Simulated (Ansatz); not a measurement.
Here is the system:

BaSnO3:
```cif
data_BaO3Sn
_chemical_formula_sum 'Ba1 Sn1 O3'
_space_group_name_H-M_alt 'Pm-3m'
_space_group_IT_number 221
_space_group_name_Hall '-P 4 2 3'
_cell_length_a 4.12185
_cell_length_b 4.12185
_cell_length_c 4.12185
_cell_angle_alpha 90.000
_cell_angle_beta 90.000
_cell_angle_gamma 90.000
loop_
_atom_site_label
_atom_site_type_symbol
_atom_site_symmetry_multiplicity
_atom_site_Wyckoff_symbol
_atom_site_fract_x
_atom_site_fract_y
_atom_site_fract_z
_atom_site_occupancy
Ba1 Ba 1 a 0.00000 0.00000 0.00000 1
Sn1 Sn 1 b 0.50000 0.50000 0.50000 1
O1 O 3 c 0.00000 0.50000 0.50000 1
```

This is the PBEsol-relaxed structure.

Question: All from the program Ansatz at the PBEsol level (PAW), unless another level is named. Give the electron effective mass.

Answer: 0.16 mₑ (isotropic).

Question: Next, the band gap?

Answer: 0.86 eV (indirect).

Question: And the conduction-band minimum?

Answer: at Γ.

The PBEsol relaxation kept the symmetry of its start. Spin–orbit coupling is left out wherever it is not named.

Potentials: the later of the program's two PAW sets.
